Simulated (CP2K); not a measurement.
**GaP: equation of state with PBEsol**

**What was measured.**

“Phosphorous dimerization in GaP at high pressure”, 2017, arxiv:1709.06667 reports, for a bulk crystal of GaP: bulk modulus 87.5 ± 0.6 GPa.

The system is GaP.

```
Ga P
1.0
     3.85409    0.00000    0.00000
     1.92704    3.33774    0.00000
     1.92704    1.11258    3.14685
Ga P
1 1
Direct
  0.00000 0.00000 0.00000
  0.75000 0.75000 0.75000
```

```json
{"Program": "CP2K 2026.2", "Task": "equation of state", "Functional": "PBEsol", "Potentials or basis": "POTENTIAL_UZH Ga GTH-PBE-q13, P GTH-PBE-q5; TZVP-MOLOPT-PBE-GTH basis", "Density cutoff": "6123 eV", "k mesh": "8 × 8 × 8", "Occupations": "fermi-dirac, width 0.01 eV", "Spin": "no spin polarisation", "SCF solver": "diagonalisation with k points", "Quickstep method": "GPW", "EPS_DEFAULT": "1.0E-9", "EPS_SCF": "1.0E-6", "MAX_SCF": "100", "SCF_GUESS": "ATOMIC", "k points reduced by the point group": "yes", "Mesh centred on Gamma": "yes", "CHOLESKY": "OFF", "EPS_EIGVAL": "1.0E-7", "MIXING METHOD": "BROYDEN_MIXING", "MIXING ALPHA": "0.4", "NBUFFER": "8", "NGRIDS": "4", "Basis sets": "Ga TZVP-MOLOPT-PBE-GTH-q13, P TZVP-MOLOPT-PBE-GTH-q5", "Potentials": "Ga GTH-PBE-q13 of POTENTIAL_UZH, P GTH-PBE-q5 of POTENTIAL_UZH", "ADDED_MOS": "[10]", "REL_CUTOFF (Ry)": "60 Ry", "MIXING BETA (1/bohr)": "1.5 1/bohr", "CUTOFF of the grids": "450 Ry"}
```

```yaml
Equilibrium_volume: 20.30 Å³/atom
Bulk_modulus: 84 GPa
Pressure_derivative_of_the_bulk_modulus: 4.5
```

Energy against volume, from the lowest point:
| volume (Å³/atom) | energy (meV/atom) |
| --- | --- |
| 19.026 | 23.52 |
| 19.431 | 10.52 |
| 19.836 | 2.87 |
| 20.240 | 0.00 |
| 20.645 | 1.43 |
| 21.050 | 6.70 |
| 21.455 | 15.40 |

All runs of the series together: 3 min on 2 threads of Arm Neoverse V1, on a shared host.

Against the measured bulk modulus of GaP, 87.5 GPa (“Phosphorous dimerization in GaP at high pressure”, 2017, arxiv:1709.06667), the calculated 84 GPa is off by -4.4 %. The fit is for a static lattice scaled at fixed shape and fixed fractional positions.

Caveat: the potentials were made for another functional, which shifts forces and pressure; the basis of atomic orbitals isn't converged, which shifts pressures, moduli and gaps.
